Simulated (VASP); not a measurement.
# Results of a VASP single-point calculation on WSe2 (strained 2H (MoS2) bulk)

POSCAR

```
W  Se
 1.0000000000000000
     3.3326641205881495    0.0000000000000000    0.0000000000000000
    -1.6663320602940748    2.8861717907102631    0.0000000000000000
     0.0000000000000000    0.0000000000000000   13.0829574032000000
 W   Se
   2   4
Cartesian
 -0.0000000000000000  1.9241145271401756  3.2707393508000000
  1.6663320602940748  0.9620572635700878  9.8122180524000022
  1.6663320602940748  0.9620572635700878  4.9244464874012497
  1.6663320602940748  0.9620572635700878  1.6170322141987514
 -0.0000000000000000  1.9241145271401756 11.4659251890012470
 -0.0000000000000000  1.9241145271401756  8.1585109157987521
```

| Quantity | Value |
| --- | --- |
| gap between bands v and c | 0.99 eV |
| least direct gap | 1.37 eV |
| largest force | 0.31 eV/Å |

Band v is the last that the valence electrons fill when counted band by band, and c is the next. Levels in eV from the top of v:

| point | v−1 | v | c | c+1 |
| --- | --- | --- | --- | --- |
| Γ | -0.97 | 0.00 | 2.48 | 2.48 |
| M | -1.32 | -1.29 | 1.89 | 1.93 |
| K | -0.50 | -0.30 | 1.08 | 1.08 |
| A | -0.20 | -0.20 | 2.49 | 2.49 |
| L | -1.35 | -1.35 | 1.91 | 1.91 |
| H | -0.41 | -0.41 | 1.08 | 1.08 |

Q: Which of these levels of theory gave these results?
A. r²SCAN
B. PBE with spin–orbit coupling
C. HSE06
D. PBEsol
E. LDA
F. PBE
G. PBE0

A: F.

The INCAR was:

```
LREAL = .FALSE.
NBANDS = 35
ISMEAR = -1
LASPH = .TRUE.
LWAVE = .FALSE.
IBRION = -1
NELM = 120
NSW = 0
SIGMA = 0.02
PREC = Accurate
LCHARG = .FALSE.
EDIFF = 1E-7
ENCUT = 520
GGA = PE
ISIF = 2
```
